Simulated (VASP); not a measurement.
# Mg2Si (Fm-3m) in VASP: notebook

Runs on Mg2Si. Level: r2SCAN. Tasks: relaxation of cell and atoms.

All numbers are computed with VASP 6.6.1; they aren't measurements. Logs are shortened: lines on timing, memory, paths and dates and some standing lists are left out, and cuts for length are marked.

### 1 The structure

Symmetry: Fm-3m, No. 225, cubic system. The conventional cell has a = 6.391 Å, b = 6.391 Å, c = 6.391 Å, α = 90.00°, β = 90.00°, γ = 90.00°. Mg (site symmetry -43m) has 4 Si at 2.77 Å as nearest neighbours. Si (site symmetry m-3m) is surrounded by 8 Mg at 2.77 Å.

### 2 Relaxation of cell and atoms, r2SCAN

INCAR reads:

```
ALGO = Normal
EDIFF = 1E-6
EDIFFG = -0.01
ENCUT = 600
IBRION = 2
ISIF = 3
ISMEAR = 0
KPAR = 2
LASPH = T
LCHARG = F
LMIXTAU = T
LREAL = F
LWAVE = F
METAGGA = R2SCAN
NELM = 80
NSW = 90
PREC = Accurate
SIGMA = 0.03
```

KPOINTS reads:

```
k-points
0
Gamma
  10 10 10
```

POSCAR reads:

```
Mg2Si
1.0
    0.0000000000      3.1955000000      3.1955000000
    3.1955000000      0.0000000000      3.1955000000
    3.1955000000      3.1955000000      0.0000000000
Mg Si
2 1
Direct
    0.2500000000      0.2500000000      0.2500000000
    0.7500000000      0.7500000000      0.7500000000
    0.0000000000      0.0000000000      0.0000000000
```

Potentials or basis: VASP PAW PBE potentials, release 64 (Mg, Si).

Run with:

```
> cat potpaw_PBE.64/Mg/POTCAR potpaw_PBE.64/Si/POTCAR > POTCAR
> mpirun -np 2 vasp_std > vasp.out
```

OUTCAR:

```text
EDIFF = 1E-6
   EDIFFG = -0.01
   ENCUT = 600
   IBRION = 2
   ISIF = 3
   ISMEAR = 0
   LASPH = T
   LREAL = F
   METAGGA = R2SCAN
   NELM = 80
   NSW = 90
   PREC = Accurate

 ion  position               nearest neighbor table
   1  0.250  0.250  0.250-   3 2.77   3 2.77   3 2.77   3 2.77   2 3.20   2 3.20   2 3.20   2 3.20
                             2 3.20   2 3.20
   2  0.750  0.750  0.750-   3 2.77   3 2.77   3 2.77   3 2.77   1 3.20   1 3.20   1 3.20   1 3.20
                             1 3.20   1 3.20
   3  0.000  0.000  0.000-   2 2.77   2 2.77   2 2.77   1 2.77   2 2.77   1 2.77   1 2.77   1 2.77

  LATTYP: Found a face centered cubic cell.
 ALAT       =     6.3910000000

  Lattice vectors:

 A1 = (   0.0000000000,   3.1955000000,   3.1955000000)
 A2 = (   3.1955000000,   0.0000000000,   3.1955000000)
 A3 = (   3.1955000000,   3.1955000000,   0.0000000000)

Analysis of symmetry for initial positions (statically):
=====================================================================
 Subroutine PRICEL returns:
 Original cell was already a primitive cell.

 Routine SETGRP: Setting up the symmetry group for a
 face centered cubic supercell.

 Subroutine GETGRP returns: Found 48 space group operations
 (whereof 48 operations were pure point group operations)
 out of a pool of 48 trial point group operations.

The static configuration has the point symmetry O_h .

Analysis of symmetry for dynamics (positions and initial velocities):
=====================================================================
 Subroutine PRICEL returns:
 Original cell was already a primitive cell.

 Routine SETGRP: Setting up the symmetry group for a
 face centered cubic supercell.

 Subroutine GETGRP returns: Found 48 space group operations
 (whereof 48 operations were pure point group operations)
 out of a pool of 48 trial point group operations.

The dynamic configuration has the point symmetry O_h .

 Subroutine INISYM returns: Found 48 space group operations
 (whereof 48 operations are pure point group operations),
 and found     1 'primitive' translations

----------------------------------------------------------------------------------------

                                     Primitive cell

  volume of cell :      65.2599

  direct lattice vectors                    reciprocal lattice vectors
     0.000000000  3.195500000  3.195500000    -0.156470036  0.156470036  0.156470036
[... 105 lines left out ...]
   IALGO  =     38    algorithm
   IMIX   =      4    mixing-type and parameters
     AMIX     =   0.40;   BMIX     =  1.00
     AMIX_MAG =   1.60;   BMIX_MAG =  1.00
  volume/ion in A,a.u.               =      21.75       146.80
  Fermi-wavevector in a.u.,A,eV,Ry     =   0.813247  1.536815  8.998503  0.661371
  Thomas-Fermi vector in A             =   1.922938
   LORBIT       =      0    0 simple, 1 ext, 2 COOP (PROOUT), +10 PAW based schemes
   METAGGA = R2SCAN    functional components
   LHFCALC =     F    Hartree Fock is set to
   AEXX    =    0.0000 exact exchange contribution
   IVDW    =     0    specifies the selected vdW correction
   LEPSILON=     F    determine dielectric tensor
   LRPA    =     F    only Hartree local field effects (RPA)
 conjugate gradient relaxation of ions
 non-spin polarized calculation
 Gauss-broadening in eV      SIGMA  =   0.03
  energy-cutoff  :      600.00
  volume of cell :       65.26
 maximum number of plane-waves:      2200
   NGX = 17   NGY = 17   NGZ = 17

--------------------------------------- Ionic step        1  -------------------------------------------

 number of electron       8.0000000 magnetization

 Free energy of the ion-electron system (eV)
  ---------------------------------------------------
  ext. energy  EPLUGINS =         0.00000000
  ---------------------------------------------------
  free energy    TOTEN  =       -17.67585121 eV

  energy without entropy =      -17.67585121  energy(sigma->0) =      -17.67585121

------------------------ aborting loop because EDIFF is reached ----------------------------------------

  FORCE on cell =-STRESS in cart. coord.  units (eV):
  Direction    XX          YY          ZZ          XY          YZ          ZX
  --------------------------------------------------------------------------------------
  -------------------------------------------------------------------------------------
  Total       -0.6790218     -0.6790218     -0.6790218      0.0000000     -0.0000000     -0.0000000
  in kB      -16.6704705    -16.6704705    -16.6704705      0.0000000     -0.0000000     -0.0000000
  external PRESSURE =     -16.6704705 kB  Pullay stress =       0.0000000 kB
[... 61 lines left out ...]
--------------------------------------- Ionic step        3  -------------------------------------------

 number of electron       8.0000000 magnetization

 Free energy of the ion-electron system (eV)
  ---------------------------------------------------
  ext. energy  EPLUGINS =         0.00000000
  ---------------------------------------------------
  free energy    TOTEN  =       -17.68610141 eV

  energy without entropy =      -17.68610141  energy(sigma->0) =      -17.68610141

 E-fermi :   3.7697     XC(G=0):  -9.2255

 val. band max:        3.5878319604   @ k =   0.0000   0.0000   0.0000
 cond. band min:       4.0319132849   @ k =   0.5000   0.5000   0.0000
 fundamental gap:      0.4440813245
 Fermi energy:         3.7696558611

 k-point     1 :       0.0000    0.0000    0.0000
  band No.  band energies     occupation
      1      -5.9770      2.00000
      2       3.5878      2.00000
      3       3.5878      2.00000
      4       3.5878      2.00000
      5       6.1145      0.00000
      6       6.4379      0.00000
      7       6.4379      0.00000
      8       6.4379      0.00000
[... 243 lines left out ...]
 k-point    24 :       0.4000    0.3000    0.0000
  band No.  band energies     occupation
      1      -4.5298      2.00000
      2      -0.0546      2.00000
      3       1.5047      2.00000
      4       1.8615      2.00000
      5       4.7080      0.00000
      6       5.2410      0.00000
      7       9.6228      0.00000
      8       9.6351      0.00000

 [... further k-points ...]

------------------------ aborting loop because EDIFF is reached ----------------------------------------

  FORCE on cell =-STRESS in cart. coord.  units (eV):
  Direction    XX          YY          ZZ          XY          YZ          ZX
  --------------------------------------------------------------------------------------
  -------------------------------------------------------------------------------------
  Total        0.0025508      0.0025508      0.0025508      0.0000000      0.0000000      0.0000000
  in kB        0.0645204      0.0645204      0.0645204      0.0000000      0.0000000      0.0000000
  external PRESSURE =       0.0645204 kB  Pullay stress =       0.0000000 kB
[... 18 lines left out ...]
  FREE ENERGIE OF THE ION-ELECTRON SYSTEM (eV)
  ---------------------------------------------------
  free  energy   TOTEN  =       -17.6861014061 eV

  energy  without entropy=      -17.6861014061  energy(sigma->0) =      -17.68610141

 reached required accuracy - stopping structural energy minimisation
```

CONTCAR:

```text
Mg2Si
   1.00000000000000
     0.0000000000000000    3.1638590448868058    3.1638590448868058
     3.1638590448868058   -0.0000000000000000    3.1638590448868058
     3.1638590448868058    3.1638590448868058   -0.0000000000000000
  Mg              Si
     2     1
Direct
     0.2500000000000000    0.2500000000000000    0.2500000000000000
     0.7500000000000000    0.7500000000000000    0.7500000000000000
     0.0000000000000000    0.0000000000000000    0.0000000000000000

  0.00000000E+00  0.00000000E+00  0.00000000E+00
  0.00000000E+00  0.00000000E+00  0.00000000E+00
  0.00000000E+00  0.00000000E+00  0.00000000E+00
```

Wall time 90 s (2 MPI ranks of Intel Xeon 6975P-C (Granite Rapids), shared host); peak memory 0.24 GiB.

What came out:

```yaml
Free_energy: -17.6861 eV
Relaxed_volume: 21.11 Å³/atom
Relaxed_cell: a = 4.474 Å, b = 4.474 Å, c = 4.474 Å, α = 60.00°, β = 60.00°, γ = 60.00°
Space_group_after_relaxing_to_0.05_Å: Fm-3m (No. 225)
Energy_gained_by_relaxing: 3.4 meV/atom
Ionic_steps: 3
Pressure_after_relaxing: 0.0 GPa
Band_gap_on_the_k_mesh: 0.44 eV, indirect (least direct gap 2.49 eV)
```

Step by step:
```tsv
step	energy change (eV)	largest force (eV/Å)	pressure (GPa)	volume (Å³)
1	0.0000	0.0000	-1.67	65.26
2	-0.0101	0.0000	0.19	63.15
3	-0.0103	0.0000	0.01	63.34
```

Final structure:
```xyz
3
Lattice="0.0000 3.1639 3.1639 3.1639 0.0000 3.1639 3.1639 3.1639 0.0000" Properties=species:S:1:pos:R:3 pbc="T T T"
Mg    1.5819    1.5819    1.5819
Mg    4.7458    4.7458    4.7458
Si    0.0000    0.0000    0.0000
```

Caveat: the PAW data sets were made with another functional, which shifts forces and pressure a little. A k mesh can miss the band edges.

### 3 Relaxation of cell and atoms, r2SCAN

This run uses another cell than the first one, of 21.11 Å³/atom, 0.971 times its volume.

Edit INCAR of step 2 so:

```diff
@@ -1,4 +1,4 @@
 ALGO = Normal
-EDIFF = 1E-6
-EDIFFG = -0.01
+EDIFF = 1E-7
+EDIFFG = -0.005
 ENCUT = 600
```

KPOINTS is that of step 2.

POSCAR reads:

```
Mg2Si                                   
1.0
    0.0000000000      3.1638590449      3.1638590449
    3.1638590449     -0.0000000000      3.1638590449
    3.1638590449      3.1638590449     -0.0000000000
  Mg              Si            
     2     1
Direct
     0.2500000000000000    0.2500000000000000    0.2500000000000000
     0.7500000000000000    0.7500000000000000    0.7500000000000000
     0.0000000000000000    0.0000000000000000    0.0000000000000000
```

Potentials or basis: VASP PAW PBE potentials, release 64 (Mg, Si).

Run with:

```
> cat potpaw_PBE.64/Mg/POTCAR potpaw_PBE.64/Si/POTCAR > POTCAR
> mpirun -np 2 vasp_std > vasp.out
```

OUTCAR:

```text
EDIFF = 1E-7
   EDIFFG = -0.005
   ENCUT = 600
   IBRION = 2
   ISIF = 3
   ISMEAR = 0
   LASPH = T
   LREAL = F
   METAGGA = R2SCAN
   NELM = 80
   NSW = 90
   PREC = Accurate

 ion  position               nearest neighbor table
   1  0.250  0.250  0.250-   3 2.74   3 2.74   3 2.74   3 2.74   2 3.16   2 3.16   2 3.16   2 3.16
                             2 3.16   2 3.16
   2  0.750  0.750  0.750-   3 2.74   3 2.74   3 2.74   3 2.74   1 3.16   1 3.16   1 3.16   1 3.16
                             1 3.16   1 3.16
   3  0.000  0.000  0.000-   2 2.74   2 2.74   2 2.74   1 2.74   1 2.74   1 2.74   2 2.74   1 2.74

  LATTYP: Found a face centered cubic cell.
 ALAT       =     6.3277180898

  Lattice vectors:

 A1 = (   0.0000000000,   3.1638590449,   3.1638590449)
 A2 = (   3.1638590449,   0.0000000000,   3.1638590449)
 A3 = (   3.1638590449,   3.1638590449,   0.0000000000)

Analysis of symmetry for initial positions (statically):
=====================================================================
 Subroutine PRICEL returns:
 Original cell was already a primitive cell.

 Routine SETGRP: Setting up the symmetry group for a
 face centered cubic supercell.

 Subroutine GETGRP returns: Found 48 space group operations
 (whereof 48 operations were pure point group operations)
[... 182 lines left out ...]
      6       6.4378      0.00000
      7       6.4378      0.00000
      8       6.4378      0.00000
[... 243 lines left out ...]
 k-point    24 :       0.4000    0.3000    0.0000
  band No.  band energies     occupation
      1      -4.5299      2.00000
      2      -0.0547      2.00000
      3       1.5047      2.00000
      4       1.8615      2.00000
      5       4.7079      0.00000
      6       5.2410      0.00000
      7       9.6229      0.00000
      8       9.6352      0.00000

 [... further k-points ...]

------------------------ aborting loop because EDIFF is reached ----------------------------------------

  FORCE on cell =-STRESS in cart. coord.  units (eV):
  Direction    XX          YY          ZZ          XY          YZ          ZX
  --------------------------------------------------------------------------------------
  -------------------------------------------------------------------------------------
  Total        0.0011862      0.0011862      0.0011862      0.0000000      0.0000000     -0.0000000
  in kB        0.0300046      0.0300046      0.0300046      0.0000000      0.0000000     -0.0000000
  external PRESSURE =       0.0300046 kB  Pullay stress =       0.0000000 kB

 VOLUME and BASIS-vectors are now :
 -----------------------------------------------------------------------------
  energy-cutoff  :      600.00
  volume of cell :       63.34
      direct lattice vectors                 reciprocal lattice vectors
     0.000000000  3.163859045  3.163859045    -0.158034853  0.158034853  0.158034853
     3.163859045  0.000000000  3.163859045     0.158034853 -0.158034853  0.158034853
     3.163859045  3.163859045  0.000000000     0.158034853  0.158034853 -0.158034853

 POSITION                                       TOTAL-FORCE (eV/Angst)
 -----------------------------------------------------------------------------------
      1.58193      1.58193      1.58193        -0.000000     -0.000000     -0.000000
      4.74579      4.74579      4.74579         0.000000      0.000000      0.000000
      0.00000      0.00000      0.00000        -0.000000      0.000000      0.000000
 -----------------------------------------------------------------------------------
    total drift:                               -0.000000      0.000000     -0.000000

  FREE ENERGIE OF THE ION-ELECTRON SYSTEM (eV)
  ---------------------------------------------------
  free  energy   TOTEN  =       -17.6860563434 eV

  energy  without entropy=      -17.6860563434  energy(sigma->0) =      -17.68605634

 reached required accuracy - stopping structural energy minimisation
```

CONTCAR:

```text
Mg2Si
   1.00000000000000
     0.0000000000000000    3.1638590449000001    3.1638590449000001
     3.1638590449000001    0.0000000000000000    3.1638590449000001
     3.1638590449000001    3.1638590449000001    0.0000000000000000
  Mg              Si
     2     1
Direct
     0.2500000000000000    0.2500000000000000    0.2500000000000000
     0.7500000000000000    0.7500000000000000    0.7500000000000000
     0.0000000000000000    0.0000000000000000    0.0000000000000000

  0.00000000E+00  0.00000000E+00  0.00000000E+00
  0.00000000E+00  0.00000000E+00  0.00000000E+00
  0.00000000E+00  0.00000000E+00  0.00000000E+00
```

It took 40 s on 2 MPI ranks of Intel Xeon 6975P-C (Granite Rapids), shared host; peak memory 0.22 GiB.

Results:

```yaml
Free_energy: -17.6861 eV
Pressure_after_relaxing: 0.0 GPa
Band_gap_on_the_k_mesh: 0.44 eV, indirect (least direct gap 2.49 eV)
```

Final structure:
```
Mg Si
1.0
     0.00000    3.16386    3.16386
     3.16386    0.00000    3.16386
     3.16386    3.16386    0.00000
Mg Si
2 1
Direct
  0.25000 0.25000 0.25000
  0.75000 0.75000 0.75000
  0.00000 0.00000 0.00000
```

Caveat: the relaxation stopped at its first step, so nothing moved; the PAW data sets were made with another functional, which shifts forces and pressure a little.
